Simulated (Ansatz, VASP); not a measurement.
## Si3Ge5 (random alloy of the diamond Si-Ge line, x = 0.625): VASP beside Ansatz

Wanted: the spread between two codes on one cell, functional and k mesh. Of the first pair: The structure shown is the start of the Ansatz relaxation below; VASP solves that cell, so the two are compared at the walk's first step.

Calculated with Ansatz 0.2.0; plane waves, with VASP 6.6.1 beside it; single point at RPBE.

## Step 1: The structure

The cell holds 64 atoms: 40 Ge and 24 Si. Cell: a = 11.302 Å, b = 11.302 Å, c = 11.302 Å, α = 90.0°, β = 90.0°, γ = 90.0°. It derives from Ge. Diamond Si-Ge: 64 atoms, 40 of 64 Si sites given to Ge at random, cell and internal coordinates interpolated linearly between the end members (Vegard's rule); (so at first; earlier steps may have moved the atoms), displaced by a Gaussian of 0.02 A. Lattice constants are starting values near those of PBE.

## Step 2: Ansatz: relaxation, RPBE

Ansatz runs on its default PAW (the set named soft_2) files.

The two programs are compared at the cell with which this relaxation starts, whose forces are those of its first step.

input.yaml

```yaml
crystal:
  lattice:
    - [11.30175, 0.0, 0.0]
    - [0.0, 11.30175, 0.0]
    - [0.0, 0.0, 11.30175]
  atoms:
    - { symbol: Ge, position: [0.99926, 0.9999, 0.99622] }
    - { symbol: Ge, position: [0.1279, 0.12183, 0.12351] }
    - { symbol: Ge, position: [0.00089, 0.2478, 0.24813] }
    - { symbol: Si, position: [0.12339, 0.37598, 0.37906] }
    - { symbol: Ge, position: [0.25007, 0.99802, 0.25095] }
    - { symbol: Ge, position: [0.37395, 0.12497, 0.37708] }
    - { symbol: Si, position: [0.24868, 0.25002, 0.99845] }
    - { symbol: Ge, position: [0.37472, 0.37545, 0.12325] }
    - { symbol: Si, position: [0.9994, 0.99958, 0.49887] }
    - { symbol: Si, position: [0.1229, 0.12248, 0.62473] }
    - { symbol: Ge, position: [0.99952, 0.25395, 0.74569] }
    - { symbol: Ge, position: [0.1252, 0.37566, 0.87741] }
    - { symbol: Ge, position: [0.25089, 0.99851, 0.75] }
    - { symbol: Ge, position: [0.37596, 0.12445, 0.87636] }
    - { symbol: Si, position: [0.24669, 0.25306, 0.5026] }
    - { symbol: Si, position: [0.37441, 0.37608, 0.62508] }
    - { symbol: Ge, position: [0.99853, 0.50016, 0.00177] }
    - { symbol: Ge, position: [0.12433, 0.62434, 0.12487] }
    - { symbol: Si, position: [0.00077, 0.75226, 0.24888] }
    - { symbol: Si, position: [0.1259, 0.87538, 0.37171] }
    - { symbol: Ge, position: [0.24926, 0.49977, 0.24993] }
    - { symbol: Ge, position: [0.37558, 0.62139, 0.37508] }
    - { symbol: Si, position: [0.2488, 0.74745, 0.00093] }
    - { symbol: Ge, position: [0.3763, 0.87384, 0.12649] }
    - { symbol: Ge, position: [0.99932, 0.50012, 0.49806] }
    - { symbol: Ge, position: [0.1278, 0.62029, 0.62484] }
    - { symbol: Ge, position: [0.00123, 0.7464, 0.74966] }
    - { symbol: Ge, position: [0.12486, 0.87646, 0.87721] }
    - { symbol: Ge, position: [0.24929, 0.49755, 0.75242] }
    - { symbol: Si, position: [0.37716, 0.62418, 0.87562] }
    - { symbol: Ge, position: [0.25068, 0.751, 0.50036] }
    - { symbol: Si, position: [0.37749, 0.87192, 0.62684] }
    - { symbol: Ge, position: [0.50067, 0.99962, 0.00208] }
    - { symbol: Ge, position: [0.62085, 0.12706, 0.12568] }
    - { symbol: Si, position: [0.49799, 0.25077, 0.24946] }
    - { symbol: Ge, position: [0.62958, 0.37825, 0.37578] }
    - { symbol: Ge, position: [0.74873, 0.99897, 0.24942] }
    - { symbol: Si, position: [0.87401, 0.1234, 0.37395] }
    - { symbol: Si, position: [0.74951, 0.24909, 0.99876] }
    - { symbol: Si, position: [0.87336, 0.37951, 0.12239] }
    - { symbol: Ge, position: [0.49819, 0.00077, 0.49943] }
    - { symbol: Si, position: [0.62575, 0.12641, 0.62723] }
    - { symbol: Ge, position: [0.50133, 0.24824, 0.75196] }
    - { symbol: Si, position: [0.62188, 0.3748, 0.87412] }
    - { symbol: Ge, position: [0.74812, 0.00105, 0.74968] }
    - { symbol: Ge, position: [0.8768, 0.12238, 0.8765] }
    - { symbol: Ge, position: [0.75088, 0.25022, 0.49749] }
    - { symbol: Ge, position: [0.87455, 0.37226, 0.62131] }
    - { symbol: Si, position: [0.5058, 0.50172, 0.00317] }
    - { symbol: Ge, position: [0.62424, 0.62623, 0.12623] }
    - { symbol: Ge, position: [0.50106, 0.75001, 0.2496] }
    - { symbol: Ge, position: [0.62134, 0.87608, 0.37575] }
    - { symbol: Si, position: [0.75198, 0.49951, 0.25308] }
    - { symbol: Si, position: [0.87421, 0.62278, 0.37666] }
    - { symbol: Si, position: [0.74917, 0.74778, 0.00022] }
    - { symbol: Ge, position: [0.87634, 0.87543, 0.12588] }
    - { symbol: Si, position: [0.50727, 0.50145, 0.50271] }
    - { symbol: Si, position: [0.62149, 0.62565, 0.62637] }
    - { symbol: Ge, position: [0.49936, 0.74845, 0.7507] }
    - { symbol: Ge, position: [0.62444, 0.87395, 0.87703] }
    - { symbol: Si, position: [0.75236, 0.50054, 0.7492] }
    - { symbol: Ge, position: [0.87591, 0.62647, 0.87612] }
    - { symbol: Ge, position: [0.74743, 0.7494, 0.50064] }
    - { symbol: Ge, position: [0.8761, 0.8767, 0.62634] }
kpoints:
  mp_grid: { grid: [1, 1, 1] }
hamiltonian:
  xc: rpbe
scf:
  occupations: { method: fixed }
output:
  forces: true
relax:
  f_tol: 0.05
  max_steps: 150
  cell: {}
```

Launch:

```bash
$ ansatz run input.yaml --threads 4 --pin off --max-ram 8192MiB --backend cpu --events-out ev --progress --plain --runs-dir out
```

Numbers of over 12 decimals in the logs are rounded to 6 here.

Output:

```text
Engine: ansatz 0.2.0, aarch64-unknown-linux-gnu
Pseudopotentials: kind: paw
Pseudopotential: Ge, paw, valence charge 14, recommended cutoff 420 eV (normal), Ge.paw.azcp
Pseudopotential: Si, paw, valence charge 4, recommended cutoff 420 eV (normal), Si.paw.azcp
Functional definition: RPBE
  parameter kappa = 0.804
  parameter beta = 0.066725
  exchange = rpbe_x(kappa = kappa, mu = beta*pi^2/3)
  correlation = pbe_c(beta = beta)
Crystal: 64 atoms, lattice volume = 1443.567 Å³
Basis set: ecut = 420 eV, 28257 PW (Γ), exchange–correlation on 160×160×160 points (8 copies of the dense FFT grid, shifted against one another)
Bands: 394, of which v1, the nominal top of the filled ones, is band 328 counted from 1 (327 counted from 0)
Symmetry: 1 space group operations
Space group: P1 (ITA 1), of the structure as read, at distance tolerance 1.1e-4 Å
k-points: 1
Non-local potential: Ge, projectors of the file, l = 0: 2, l = 1: 2, l = 2: 3, l = 3: 1
Non-local potential: Si, projectors of the file, l = 0: 2, l = 1: 2, l = 2: 2
PAW form: soft (Blöchl's): semilocal exchange-correlation on the pseudo side does not see the compensation charge
PAW frozen core: Ge, regenerated for the run's functional, and the local potential with it (the file was generated under x = pbe(κ = 0.804, μ = 0.219515), c = pbe(β = 0.066725))
PAW frozen core: Si, regenerated for the run's functional, and the local potential with it (the file was generated under x = pbe(κ = 0.804, μ = 0.219515), c = pbe(β = 0.066725))
PAW one-centre angular grid: Ge, 590 points (default); XC on 64 Gauss nodes
PAW one-centre angular grid: Si, 110 points (default); XC on 64 Gauss nodes
Initial density: superposition of atomic densities (neutral atoms: chi_scale 0, normalization atom), corrected by the library's trained network
Initial wavefunctions: pseudopotential atomic-orbital guess
Functional: x = rpbe, c = pbe(β = 0.066725)
SCF iter   1: F=—  HF=-187352.184217 eV  |F-HF|=—  |Δ(HF+E_count)|=         —  Δρ=3.63e-3  dr2=1.12e-1  ethr=1.77e-3  ⟨swp⟩=4.0  Hψ=1190  notcnv=0  defer=61
preconditioner: auto → Resta (q_TF=auto, 2.392 Å⁻¹)  ε∞=2.6  [insulator: Δε(μ)=0.484 eV  Ē_g=19.755 eV  n_scr=340 (ndim 8)  ℏωp=25.0 eV  f_vac=0.024  ε∞_Penn≈2.6]
SCF iter   2: F=—  HF=-187352.167910 eV  |F-HF|=—  |Δ(HF+E_count)|=   1.63e-2  Δρ=1.64e-3  dr2=3.37e-2  ethr=1.70e-5  ⟨swp⟩=2.0  Hψ=768  notcnv=0  defer=64
SCF iter   3: F=—  HF=-187352.173848 eV  |F-HF|=—  |Δ(HF+E_count)|=   5.94e-3  Δρ=9.35e-4  dr2=1.12e-2  ethr=5.13e-6  ⟨swp⟩=2.0  Hψ=669  notcnv=0  defer=64
SCF iter   4: F=—  HF=-187352.181764 eV  |F-HF|=—  |Δ(HF+E_count)|=   7.92e-3  Δρ=1.82e-4  dr2=1.36e-3  ethr=1.71e-6  ⟨swp⟩=2.0  Hψ=469  notcnv=0  defer=64
SCF iter   5: F=—  HF=-187352.182489 eV  |F-HF|=—  |Δ(HF+E_count)|=   7.26e-4  Δρ=9.34e-5  dr2=5.27e-4  ethr=2.08e-7  ⟨swp⟩=2.0  Hψ=665  notcnv=0  defer=61
SCF iter   6: F=—  HF=-187352.182728 eV  |F-HF|=—  |Δ(HF+E_count)|=   2.39e-4  Δρ=4.33e-5  dr2=4.50e-5  ethr=8.03e-8  ⟨swp⟩=2.0  Hψ=467  notcnv=0  defer=55
SCF iter   7: F=—  HF=-187352.183397 eV  |F-HF|=—  |Δ(HF+E_count)|=   6.69e-4  Δρ=1.56e-5  dr2=7.28e-6  ethr=6.85e-9  ⟨swp⟩=2.0  Hψ=664  notcnv=0  defer=55
SCF iter   8: F=—  HF=-187352.183406 eV  |F-HF|=—  |Δ(HF+E_count)|=   9.74e-6  Δρ=5.10e-6  dr2=3.54e-7  ethr=1.11e-9  ⟨swp⟩=2.0  Hψ=661  notcnv=0  defer=55
SCF iter   9: F=-187352.183407 eV  HF=-187352.183407 eV  |F-HF|=8.63e-8  |Δ(HF+E_count)|=   1.11e-6  Δρ=1.54e-6  dr2=9.26e-8  ethr=1.52e-11  ⟨swp⟩=4.0  Hψ=1181  notcnv=0
SCF 1 converged in 9 iterations: F = -187352.183407 eV  dr2 = 9.26e-8
  greatest PAW one-centre occupation: 0.998 electrons in one spin orbital (limit 2), on the Ge atom at site 0 (counted from 0), in its partial waves of l = 2
relax step   1: F+E_penalty+E_count = -187352.18340746 eV  Δ(F+E_penalty+E_count) = +0.000e0 eV  max|allowed force component| = 1.010e0 eV/Å  Δτ_max = 0.0000 Å  P = +1.589 GPa  Ω = 1443.567 Å³  (9 SCF iters, dr2 threshold 1.00e-7 eV, accepted)
Crystal: 64 atoms, lattice volume = 1470.754 Å³
Basis set: ecut = 420 eV, 28641 PW (Γ), exchange–correlation on 160×160×160 points (8 copies of the dense FFT grid, shifted against one another)
Initial density: handed on by an earlier stage of this run
Initial wavefunctions: those handed on with the density
iter 1 solved again at ethr=5.80e-5 eV; its pass at ethr=3.10e-3 eV (dr2=3.80e-1 eV) is discarded
SCF iter   1: F=—  HF=-187353.378138 eV  |F-HF|=—  |Δ(HF+E_count)|=         —  Δρ=6.43e-3  dr2=3.85e-1  ethr=5.80e-5  ⟨swp⟩=2.0  Hψ=1429  notcnv=0  defer=64
preconditioner: auto → Resta (q_TF=auto, 2.385 Å⁻¹)  ε∞=2.6  [insulator: Δε(μ)=0.408 eV  Ē_g=19.631 eV  n_scr=340 (ndim 8)  ℏωp=24.8 eV  f_vac=0.038  ε∞_Penn≈2.6]
SCF iter   2: F=—  HF=-187353.358483 eV  |F-HF|=—  |Δ(HF+E_count)|=   1.97e-2  Δρ=3.37e-3  dr2=8.91e-2  ethr=5.80e-5  ⟨swp⟩=3.0  Hψ=421  notcnv=0  defer=64
[...]
atom  12  Ge     0.00027468     0.00023789    -0.00084343
  atom  13  Ge     0.00124485     0.00071307    -0.00100418
  atom  14  Ge    -0.00031309     0.00032311     0.00142534
  atom  15  Si     0.00083811    -0.00143268    -0.00097503
  atom  16  Si    -0.00095658    -0.00004577     0.00172472
  atom  17  Ge     0.00007671     0.00114423    -0.00203593
  atom  18  Ge     0.00007413     0.00120112     0.00040920
  atom  19  Si    -0.00042977    -0.00053423    -0.00068258
  atom  20  Si    -0.00019318    -0.00153024    -0.00147514
  atom  21  Ge     0.00145871     0.00059077    -0.00127184
  atom  22  Ge    -0.00021422     0.00037304     0.00016550
  atom  23  Si    -0.00035823    -0.00058281     0.00021382
  atom  24  Ge    -0.00051997     0.00049360     0.00111480
  atom  25  Ge     0.00012035    -0.00024758    -0.00056677
  atom  26  Ge    -0.00095951    -0.00022838     0.00013010
  atom  27  Ge    -0.00029527    -0.00011969     0.00074953
  atom  28  Ge     0.00103001    -0.00042962     0.00239650
  atom  29  Ge     0.00024553    -0.00044257    -0.00071268
  atom  30  Si     0.00019175    -0.00221589    -0.00043768
  atom  31  Ge    -0.00027738     0.00015357    -0.00041089
  atom  32  Si    -0.00030855    -0.00072362     0.00053319
  atom  33  Ge     0.00095917    -0.00036656    -0.00032223
  atom  34  Ge     0.00144458     0.00034992     0.00005885
  atom  35  Si    -0.00016348    -0.00111609    -0.00059830
[...]
atom  57  Si     0.00075809     0.00051406    -0.00026771
  atom  58  Si     0.00005050    -0.00038877    -0.00018478
  atom  59  Ge     0.00124242     0.00063400    -0.00113931
  atom  60  Ge     0.00012592     0.00172768    -0.00019237
  atom  61  Si     0.00075569     0.00225559    -0.00082808
  atom  62  Ge    -0.00006287     0.00088886     0.00015549
  atom  63  Ge     0.00144615    -0.00110539     0.00024321
  atom  64  Ge    -0.00109464    -0.00038581     0.00136661
  max |Σ_I F_I| component: 8.49e-7 eV/Å
--- Stress (GPa, compression-positive) ---
        0.004851       0.005487       0.000264
        0.005487       0.004631      -0.003302
        0.000264      -0.003302       0.003914
  P = ⅓ Tr σ = 0.0045 GPa (0.045 kbar)
--- Relaxed structure (4 steps of the walk, 4 accepted, 1 SCFs on fresh bases) ---
  F+E_penalty+E_count = -187353.43582575 eV   max|allowed force component| = 3.066e-3 eV/Å   (the final SCF, on the basis selected at the relaxed cell)
  cell:  # Å, volume = 1473.0204 Å³
    - [11.378513, -0.000803996, -0.000916932]
    - [-0.000803996, 11.378844, 0.000360243]
    - [-0.000916932, 0.000360243, 11.376930]
  atoms:
    - { symbol: Ge, position: [1.000160, 0.999157, 1.000717] }
    - { symbol: Ge, position: [0.125912, 0.127944, 0.124616] }
    - { symbol: Ge, position: [-0.00236868, 0.252075, 0.252886] }
    - { symbol: Si, position: [0.125570, 0.372458, 0.377614] }
    - { symbol: Ge, position: [0.246921, 0.998359, 0.252343] }
    - { symbol: Ge, position: [0.374122, 0.129466, 0.376653] }
    - { symbol: Si, position: [0.251419, 0.249771, 1.000530] }
    - { symbol: Ge, position: [0.377722, 0.373477, 0.122040] }
    - { symbol: Si, position: [1.002765, 1.002588, 0.496887] }
    - { symbol: Si, position: [0.125739, 0.125242, 0.618868] }
    - { symbol: Ge, position: [1.002344, 0.248067, 0.747424] }
    - { symbol: Ge, position: [0.127728, 0.372830, 0.877197] }
    - { symbol: Ge, position: [0.249633, 1.000619, 0.745017] }
    - { symbol: Ge, position: [0.373757, 0.127873, 0.874110] }
    - { symbol: Si, position: [0.248508, 0.253168, 0.501789] }
    - { symbol: Si, position: [0.376076, 0.374967, 0.621842] }
    - { symbol: Ge, position: [0.996463, 0.497963, 0.00305052] }
    - { symbol: Ge, position: [0.124517, 0.627424, 0.127633] }
    - { symbol: Si, position: [-0.000513606, 0.749869, 0.254570] }
    - { symbol: Si, position: [0.120002, 0.875730, 0.375747] }
    - { symbol: Ge, position: [0.249541, 0.496282, 0.252881] }
    - { symbol: Ge, position: [0.376855, 0.622529, 0.379396] }
    - { symbol: Si, position: [0.252240, 0.745597, -0.00122601] }
    - { symbol: Ge, position: [0.372719, 0.871661, 0.123994] }
    - { symbol: Ge, position: [0.999566, 0.499563, 0.495843] }
    - { symbol: Ge, position: [0.126098, 0.624550, 0.624583] }
    - { symbol: Ge, position: [-0.00100603, 0.749029, 0.750355] }
    - { symbol: Ge, position: [0.128246, 0.872145, 0.875766] }
    - { symbol: Ge, position: [0.255544, 0.499078, 0.750585] }
    - { symbol: Si, position: [0.376644, 0.622964, 0.878368] }
    - { symbol: Ge, position: [0.249316, 0.754983, 0.499761] }
    - { symbol: Si, position: [0.375116, 0.874927, 0.625491] }
    - { symbol: Ge, position: [0.499999, 1.000980, 0.000794315] }
    - { symbol: Ge, position: [0.626119, 0.130868, 0.126454] }
    - { symbol: Si, position: [0.499827, 0.252300, 0.250330] }
    - { symbol: Ge, position: [0.624426, 0.377122, 0.373839] }
[...]
- { symbol: Si, position: [0.878389, 0.123631, 0.377708] }
    - { symbol: Si, position: [0.748612, 0.257480, 1.001063] }
    - { symbol: Si, position: [0.870964, 0.375198, 0.127525] }
[...]
- { symbol: Si, position: [0.624235, 0.125671, 0.625957] }
[...]
- { symbol: Si, position: [0.625884, 0.378241, 0.875807] }
[...]
- { symbol: Si, position: [0.501483, 0.499231, -0.00360734] }
[...]
- { symbol: Ge, position: [0.501201, 0.746941, 0.249461] }
    - { symbol: Ge, position: [0.625148, 0.874451, 0.376789] }
    - { symbol: Si, position: [0.752953, 0.499748, 0.249047] }
    - { symbol: Si, position: [0.875766, 0.623013, 0.370026] }
    - { symbol: Si, position: [0.749919, 0.748494, 0.000649707] }
    - { symbol: Ge, position: [0.875241, 0.870223, 0.126733] }
    - { symbol: Si, position: [0.500512, 0.497950, 0.503680] }
    - { symbol: Si, position: [0.623281, 0.618716, 0.625982] }
    - { symbol: Ge, position: [0.497850, 0.745946, 0.748853] }
    - { symbol: Ge, position: [0.626231, 0.872156, 0.876050] }
    - { symbol: Si, position: [0.744419, 0.499288, 0.750770] }
    - { symbol: Ge, position: [0.869061, 0.623562, 0.874644] }
    - { symbol: Ge, position: [0.750533, 0.742782, 0.499796] }
    - { symbol: Ge, position: [0.877480, 0.877506, 0.621307] }
```

(Part 1 of 3 ends here.)

[Lines on the potential files, build, host, timing and source positions are cut from VASP's logs without a mark.]

[Logs are printed without paths, hosts, clocks, repeated set-up lines and the standing remarks that a program may print on its own settings, such as how far it seeks lower states.]

[Hosts, paths, dates, database ids (printed as entryN), source tags and the programs' standing remarks are cut or masked in the printed files.]
